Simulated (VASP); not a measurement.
# MoS2 (P6_3/mmc) in VASP: further runs, part 2 of 2

VASP 6.6.1.

## Step 4: Relaxation of cell and atoms, PBE+D3(BJ)

This run uses another cell than the first one, of 17.30 Å³/atom, 0.968 times its volume.

File INCAR:

```
SYSTEM = MoS2
  PREC = Accurate
  ENCUT = 600
  EDIFF = 1E-7
  ISMEAR = 0
  SIGMA = 0.03
  LREAL = .FALSE.
  LASPH = .TRUE.
  NELM = 80
  ALGO = Normal
  ISIF = 3
  LWAVE = .FALSE.
  LCHARG = .FALSE.
  GGA = PE
  IVDW = 12
  IBRION = 2
  NSW = 90
  EDIFFG = -0.005
  KPAR = 4
```

File KPOINTS:

```
Automatic mesh
0
G
  12 12 3
  0 0 0
```

File POSCAR:

```
MoS2                                    
1.0
    3.1487811838     -0.0000000000     -0.0000000000
   -1.5743905919      2.7269244962      0.0000000000
   -0.0000000000      0.0000000000     12.0885171697
  Mo              S             
     2     4
Direct
     0.3333333332999970    0.6666666667000030    0.2500000000000000
     0.6666666667000030    0.3333333332999970    0.7500000000000000
     0.3333333332999970    0.6666666667000030    0.6205253139850267
     0.6666666667000030    0.3333333332999970    0.1205253139850266
     0.3333333332999970    0.6666666667000030    0.8794746860149733
     0.6666666667000030    0.3333333332999970    0.3794746860149735
```

Potentials or basis: VASP PAW PBE potentials, release 64 (Mo_sv, S).

Launch:

```sh
$ cat potpaw_PBE.64/Mo_sv/POTCAR potpaw_PBE.64/S/POTCAR > POTCAR
$ mpirun -np 4 vasp_std > vasp.out
```

OUTCAR:

```text
SYSTEM = MoS2
   PREC = Accurate
   ENCUT = 600
   EDIFF = 1E-7
   ISMEAR = 0
   LREAL = .FALSE.
   LASPH = .TRUE.
   NELM = 80
   ISIF = 3
   GGA = PE
   IVDW = 12
   IBRION = 2
   NSW = 90
   EDIFFG = -0.005
 IVDW          = 12

 ion  position               nearest neighbor table
   1  0.333  0.667  0.250-   4 2.40   6 2.40   4 2.40   6 2.40   4 2.40   6 2.40
   2  0.667  0.333  0.750-   3 2.40   5 2.40   3 2.40   5 2.40   3 2.40   5 2.40
   3  0.333  0.667  0.621-   2 2.40   2 2.40   2 2.40
   4  0.667  0.333  0.121-   1 2.40   1 2.40   1 2.40
   5  0.333  0.667  0.879-   2 2.40   2 2.40   2 2.40
   6  0.667  0.333  0.379-   1 2.40   1 2.40   1 2.40

  LATTYP: Found a hexagonal cell.
 ALAT       =     3.1487811838
 C/A-ratio  =     3.8391099489

  Lattice vectors:

 A1 = (   3.1487811838,   0.0000000000,   0.0000000000)
 A2 = (  -1.5743905919,   2.7269244962,   0.0000000000)
 A3 = (   0.0000000000,   0.0000000000,  12.0885171697)

Analysis of symmetry for initial positions (statically):
=====================================================================
 Subroutine PRICEL returns:
[... 188 lines left out ...]
 fundamental gap:      0.8003596290
 Fermi energy:         8.1201604139

 k-point     1 :       0.0000    0.0000    0.0000
  band No.  band energies     occupation
      1     -53.5849      2.00000
      2     -53.5849      2.00000
      3     -27.7498      2.00000
      4     -27.7497      2.00000
      5     -27.5078      2.00000
      6     -27.5078      2.00000
[... 805 lines left out ...]
     30       9.8174      0.00000
     31      10.7021      0.00000

 [... further k-points ...]

------------------------ aborting loop because EDIFF is reached ----------------------------------------

 Edisp (eV)   -2.62633

 E8    (eV) :    -1.0590

  FORCE on cell =-STRESS in cart. coord.  units (eV):
  Direction    XX          YY          ZZ          XY          YZ          ZX
  --------------------------------------------------------------------------------------
  -------------------------------------------------------------------------------------
  Total      -0.00995    -0.00995    -0.01253     0.00000    -0.00000     0.00000
  in kB      -0.15355    -0.15355    -0.19342     0.00000    -0.00000     0.00000
  external pressure =       -0.17 kB  Pullay stress =        0.00 kB

 VOLUME and BASIS-vectors are now :
 -----------------------------------------------------------------------------
  energy-cutoff  :      600.00
  volume of cell :      103.80
      direct lattice vectors                 reciprocal lattice vectors
     3.148781184  0.000000000  0.000000000     0.317583199  0.183356745  0.000000000
    -1.574390592  2.726924496  0.000000000     0.000000000  0.366713490  0.000000000
     0.000000000  0.000000000 12.088517170     0.000000000  0.000000000  0.082723132

 POSITION                                       TOTAL-FORCE (eV/Angst)
 -----------------------------------------------------------------------------------
     -0.00000      1.81795      3.02213        -0.000000      0.000000      0.000000
      1.57439      0.90897      9.06639         0.000000     -0.000000      0.000000
     -0.00000      1.81795      7.50123        -0.000000      0.000000     -0.001953
      1.57439      0.90897      1.45697         0.000000     -0.000000     -0.001953
     -0.00000      1.81795     10.63154         0.000000      0.000000      0.001953
      1.57439      0.90897      4.58729         0.000000     -0.000000      0.001953
 -----------------------------------------------------------------------------------
    total drift:                               -0.000000      0.000000     -0.000000

  FREE ENERGIE OF THE ION-ELECTRON SYSTEM (eV)
  ---------------------------------------------------
  free  energy   TOTEN  =       -46.1718077954 eV

  energy  without entropy=      -46.1718077954  energy(sigma->0) =      -46.17180780

 reached required accuracy - stopping structural energy minimisation
```

OSZICAR:

```text
N       E                     dE             d eps       ncg     rms          rms(c)
DAV:   1     0.503147645000E+03    0.50315E+03   -0.32012E+04  2572   0.179E+03
DAV:   2    -0.186876183592E+02   -0.52184E+03   -0.51168E+03  2926   0.430E+02
DAV:   3    -0.457895822949E+02   -0.27102E+02   -0.26897E+02  3036   0.854E+01
DAV:   4    -0.464075389496E+02   -0.61796E+00   -0.61590E+00  2883   0.128E+01
DAV:   5    -0.464243323146E+02   -0.16793E-01   -0.16786E-01  3087   0.197E+00    0.349E+01
DAV:   6    -0.442838949022E+02    0.21404E+01   -0.22457E+01  2601   0.251E+01    0.135E+01
DAV:   7    -0.438705908016E+02    0.41330E+00   -0.98615E+00  2629   0.159E+01    0.827E+00
DAV:   8    -0.435419882669E+02    0.32860E+00   -0.15764E+00  3035   0.694E+00    0.299E+00
DAV:   9    -0.435541557594E+02   -0.12167E-01   -0.15243E-01  3306   0.190E+00    0.137E+00
DAV:  10    -0.435455775779E+02    0.85782E-02   -0.70384E-02  2811   0.146E+00    0.319E-01
DAV:  11    -0.435455583578E+02    0.19220E-04   -0.28531E-03  2996   0.303E-01    0.199E-01
DAV:  12    -0.435454703353E+02    0.88023E-04   -0.49250E-04  2986   0.115E-01    0.789E-02
DAV:  13    -0.435454760677E+02   -0.57324E-05   -0.17816E-04  3260   0.708E-02    0.137E-02
DAV:  14    -0.435454773494E+02   -0.12817E-05   -0.14771E-05  2838   0.218E-02    0.149E-02
DAV:  15    -0.435454780421E+02   -0.69262E-06   -0.21525E-06  2868   0.821E-03    0.367E-03
DAV:  16    -0.435454778253E+02    0.21675E-06   -0.11541E-06  2646   0.606E-03    0.661E-04
DAV:  17    -0.435454778921E+02   -0.66808E-07   -0.59972E-08  1941   0.151E-03
   1 F= -.46171808E+02 E0= -.46171808E+02  d E =-.461718E+02
```

CONTCAR:

```text
MoS2
   1.00000000000000
     3.1487811838000002    0.0000000000000000    0.0000000000000000
    -1.5743905919000001    2.7269244962000001    0.0000000000000000
     0.0000000000000000    0.0000000000000000   12.0885171696999993
  Mo              S
     2     4
Direct
     0.3333333332999970    0.6666666667000030    0.2500000000000000
     0.6666666667000030    0.3333333332999970    0.7500000000000000
     0.3333333332999970    0.6666666667000030    0.6205253139850271
     0.6666666667000030    0.3333333332999970    0.1205253139850271
     0.3333333332999970    0.6666666667000030    0.8794746860149729
     0.6666666667000030    0.3333333332999970    0.3794746860149729

  0.00000000E+00  0.00000000E+00  0.00000000E+00
  0.00000000E+00  0.00000000E+00  0.00000000E+00
  0.00000000E+00  0.00000000E+00  0.00000000E+00
  0.00000000E+00  0.00000000E+00  0.00000000E+00
  0.00000000E+00  0.00000000E+00  0.00000000E+00
  0.00000000E+00  0.00000000E+00  0.00000000E+00
```

Run time: 39 s. Hardware: 4 MPI ranks of AMD EPYC 9R45 (Zen 5), shared host; peak memory 0.31 GiB.

Results:

```yaml
Free_energy: -46.1718 eV
Pressure_after_relaxing: 0.0 GPa
Band_gap_on_the_k_mesh: 0.80 eV, indirect (least direct gap 1.71 eV)
Dispersion_energy_per_atom: -0.438 eV
```

Final structure:
```
CELL_PARAMETERS angstrom
3.14878 0.00000 0.00000
-1.57439 2.72692 0.00000
0.00000 0.00000 12.08852
ATOMIC_POSITIONS crystal
Mo 0.33333 0.66667 0.25000
Mo 0.66667 0.33333 0.75000
S 0.33333 0.66667 0.62053
S 0.66667 0.33333 0.12053
S 0.33333 0.66667 0.87947
S 0.66667 0.33333 0.37947
```

Levels at points of the mesh, in eV from the valence-band top:
| k point | band 24 | band 25 | band 26 | band 27 | band 28 | band 29 |
| --- | --- | --- | --- | --- | --- | --- |
| (0.00, 0.00, 0.00) | -1.27 | -1.11 | 0.00 | 2.09 | 2.09 | 2.13 |
| (0.50, 0.00, 0.00) | -1.52 | -1.49 | -1.33 | 1.62 | 1.68 | 2.00 |

Caveat: the relaxation stopped at its first step, so nothing moved; an odd mesh through Γ misses points on the zone boundary, where band edges often lie. A hybrid or GW would open this gap; PBE tends to underestimate it.

## Step 5: Relaxation of cell and atoms, rev-vdW-DF2

File INCAR:

```
SYSTEM = MoS2
PREC     = Accurate       ! precision mode
ENCUT    = 600            ! plane-wave cutoff, eV
EDIFF    = 1E-6           ! SCF threshold, eV
ISMEAR   = 0              ! smearing method
SIGMA    = 0.03           ! smearing width, eV
LREAL    = .FALSE.        ! projectors in reciprocal space
LASPH    = .TRUE.         ! aspherical terms in the spheres
NELM     = 80             ! most SCF steps
ALGO     = Normal         ! electronic algorithm
ISIF     = 3              ! what is computed and relaxed
LWAVE    = .FALSE.        ! write WAVECAR
LCHARG   = .FALSE.        ! write CHGCAR
GGA      = MK             ! functional
LUSE_VDW = .TRUE.       
AGGAC    = 0.0          
PARAM1   = 0.1234       
PARAM2   = 0.711357     
ZAB_VDW  = -1.8867      
IBRION   = 2              ! ionic algorithm
NSW      = 90             ! ionic steps
EDIFFG   = -0.01          ! ionic threshold
KPAR     = 2
```

KPOINTS is that of step 4.

File POSCAR:

```
MoS2
1.0
    3.1690000000      0.0000000000      0.0000000000
   -1.5845000000      2.7444345046      0.0000000000
    0.0000000000      0.0000000000     12.3240000000
Mo S
2 4
Direct
    0.3333333333      0.6666666667      0.2500000000
    0.6666666667      0.3333333333      0.7500000000
    0.3333333333      0.6666666667      0.6230000000
    0.6666666667      0.3333333333      0.1230000000
    0.3333333333      0.6666666667      0.8770000000
    0.6666666667      0.3333333333      0.3770000000
```

Potentials or basis: VASP PAW PBE potentials, release 64 (Mo_sv, S).

Launch:

```sh
$ cat potpaw_PBE.64/Mo_sv/POTCAR potpaw_PBE.64/S/POTCAR > POTCAR
$ mpirun -np 2 vasp_std > vasp.out
```

OUTCAR:

```text
SYSTEM = MoS2
   PREC = Accurate
   ENCUT = 600
   EDIFF = 1E-6
   ISMEAR = 0
   LREAL = .FALSE.
   LASPH = .TRUE.
   NELM = 80
   ISIF = 3
   GGA = MK
   IBRION = 2
   NSW = 90
   EDIFFG = -0.01

 ion  position               nearest neighbor table
   1  0.333  0.667  0.250-   4 2.41   6 2.41   4 2.41   6 2.41   4 2.41   6 2.41
   2  0.667  0.333  0.750-   3 2.41   5 2.41   3 2.41   5 2.41   3 2.41   5 2.41
   3  0.333  0.667  0.623-   2 2.41   2 2.41   2 2.41
   4  0.667  0.333  0.123-   1 2.41   1 2.41   1 2.41
   5  0.333  0.667  0.877-   2 2.41   2 2.41   2 2.41
   6  0.667  0.333  0.377-   1 2.41   1 2.41   1 2.41

  LATTYP: Found a hexagonal cell.
 ALAT       =     3.1690000000
 C/A-ratio  =     3.8889239508

  Lattice vectors:

 A1 = (   3.1690000000,   0.0000000000,   0.0000000000)
 A2 = (  -1.5845000000,   2.7444345046,   0.0000000000)
 A3 = (   0.0000000000,   0.0000000000,  12.3240000000)

Analysis of symmetry for initial positions (statically):
=====================================================================
 Subroutine PRICEL returns:
 Original cell was already a primitive cell.

 Routine SETGRP: Setting up the symmetry group for a
 hexagonal supercell.

 Subroutine GETGRP returns: Found 24 space group operations
 (whereof 12 operations were pure point group operations)
 out of a pool of 24 trial point group operations.

The static configuration has the point symmetry D_3d.
 The point group associated with its full space group is D_6h.

Analysis of symmetry for dynamics (positions and initial velocities):
=====================================================================
 Subroutine PRICEL returns:
 Original cell was already a primitive cell.

 Routine SETGRP: Setting up the symmetry group for a
 hexagonal supercell.

 Subroutine GETGRP returns: Found 24 space group operations
 (whereof 12 operations were pure point group operations)
 out of a pool of 24 trial point group operations.

The dynamic configuration has the point symmetry D_3d.
[... 136 lines left out ...]
   IVDW_NL    =     1    kernel type
   BPARAM     = 6.3000
   IVDW    =     0    specifies the selected vdW correction
   LEPSILON=     F    determine dielectric tensor
   LRPA    =     F    only Hartree local field effects (RPA)
 conjugate gradient relaxation of ions
 non-spin polarized calculation
 Gauss-broadening in eV      SIGMA  =   0.03
  energy-cutoff  :      600.00
  volume of cell :      107.18
 maximum number of plane-waves:      3603
 NGX is ok and might be reduce to    28
   NGX = 13   NGY = 13   NGZ = 49

--------------------------------------- Ionic step        1  -------------------------------------------

 number of electron      52.0000000 magnetization

 Free energy of the ion-electron system (eV)
  ---------------------------------------------------
  ext. energy  EPLUGINS =         0.00000000
  ---------------------------------------------------
  free energy    TOTEN  =       -33.60109006 eV

  energy without entropy =      -33.60109006  energy(sigma->0) =      -33.60109006

------------------------ aborting loop because EDIFF is reached ----------------------------------------

  FORCE on cell =-STRESS in cart. coord.  units (eV):
  Direction    XX          YY          ZZ          XY          YZ          ZX
  --------------------------------------------------------------------------------------
  -------------------------------------------------------------------------------------
  Total        0.0431182      0.0431182      0.3523470      0.0000000      0.0000000     -0.0000000
  in kB        0.6445321      0.6445321      5.2668909      0.0000000      0.0000000     -0.0000000
  external PRESSURE =       2.1853184 kB  Pullay stress =       0.0000000 kB
[... 113 lines left out ...]
--------------------------------------- Ionic step        4  -------------------------------------------

 number of electron      52.0000000 magnetization

 Free energy of the ion-electron system (eV)
  ---------------------------------------------------
  ext. energy  EPLUGINS =         0.00000000
  ---------------------------------------------------
  free energy    TOTEN  =       -33.60147637 eV

  energy without entropy =      -33.60147637  energy(sigma->0) =      -33.60147637

 E-fermi :   7.5276     XC(G=0): -10.9180

 val. band max:        7.3744426067   @ k =   0.0000   0.0000   0.0000
 cond. band min:       8.2396077775   @ k =   0.1667   0.1667   0.0000
 fundamental gap:      0.8651651708
 Fermi energy:         7.5276412579

 k-point     1 :       0.0000    0.0000    0.0000
  band No.  band energies     occupation
      1     -54.0900      2.00000
      2     -54.0900      2.00000
      3     -28.2615      2.00000
      4     -28.2614      2.00000
      5     -28.0380      2.00000
      6     -28.0380      2.00000
[... 805 lines left out ...]
     30       9.2282      0.00000
     31      10.1043      0.00000

 [... further k-points ...]

------------------------ aborting loop because EDIFF is reached ----------------------------------------

  FORCE on cell =-STRESS in cart. coord.  units (eV):
  Direction    XX          YY          ZZ          XY          YZ          ZX
  --------------------------------------------------------------------------------------
  -------------------------------------------------------------------------------------
  Total        0.0125436      0.0125436      0.0082792      0.0000000     -0.0000000      0.0000000
  in kB        0.1873996      0.1873996      0.1236895      0.0000000     -0.0000000      0.0000000
  external PRESSURE =       0.1661629 kB  Pullay stress =       0.0000000 kB
[... 25 lines left out ...]
  energy  without entropy=      -33.6014763742  energy(sigma->0) =      -33.60147637

Total vdW correction in eV:      6.2625128

 reached required accuracy - stopping structural energy minimisation
```

Run time: 11 min. Hardware: 2 MPI ranks of Intel Xeon Platinum 8488C (Sapphire Rapids), shared host; peak memory 0.71 GiB.

Results:

| Quantity | Value |
| --- | --- |
| Free energy | -33.6015 eV |
| Relaxed volume | 17.87 Å³/atom |
| Relaxed cell | a = 3.168 Å, b = 3.168 Å, c = 12.342 Å, α = 90.00°, β = 90.00°, γ = 120.00° |
| Space group after relaxing (to 0.05 Å) | P6_3/mmc (No. 194) |
| Energy gained by relaxing | 0.1 meV/atom |
| Ionic steps | 4 |
| Pressure after relaxing | 0.0 GPa |
| Band gap on the k mesh | 0.87 eV, indirect (least direct gap 1.67 eV) |

Step by step:
```tsv
step	energy change (eV)	largest force (eV/Å)	pressure (GPa)	volume (Å³)
1	0.0000	0.0561	0.22	107.18
2	0.0004	0.0803	-0.57	107.56
3	-0.0003	0.0010	-0.07	107.33
4	-0.0004	0.0007	0.02	107.24
```

Final structure:
```
CELL_PARAMETERS angstrom
3.16753 0.00000 0.00000
-1.58377 2.74316 0.00000
0.00000 0.00000 12.34219
ATOMIC_POSITIONS crystal
Mo 0.33333 0.66667 0.25000
Mo 0.66667 0.33333 0.75000
S 0.33333 0.66667 0.62290
S 0.66667 0.33333 0.12290
S 0.33333 0.66667 0.87710
S 0.66667 0.33333 0.37710
```

Caveat: the PAW data sets were made with another functional, which shifts forces and pressure a little; an odd mesh through Γ misses points on the zone boundary, where band edges often lie.

## Step 6: The runs side by side

| level | gap on the mesh (eV) | pressure (GPa) | relaxed volume (Å³/atom) |
| --- | --- | --- | --- |
| optB86b-vdW | 0.89 | 0.0 | 17.91 |
| PBE+D3(BJ) | 0.80 | 0.0 | - |
| rev-vdW-DF2 | 0.87 | 0.0 | 17.87 |

Alike in all rows: task relaxation of cell and atoms; potentials or basis VASP PAW PBE potentials, release 64 (Mo_sv, S); no spin polarisation; cell relaxed; k mesh 12 × 12 × 3; cutoff (eV) 600; smearing gaussian 0.03 eV.

Caveats: an odd mesh through Γ misses points on the zone boundary, where band edges often lie; the PAW data sets were made with another functional, which shifts forces and pressure a little (some runs); the relaxation stopped at its first step, so nothing moved (some runs).

Total energies depend on the potentials used, so only differences within one code and one set of settings carry meaning.
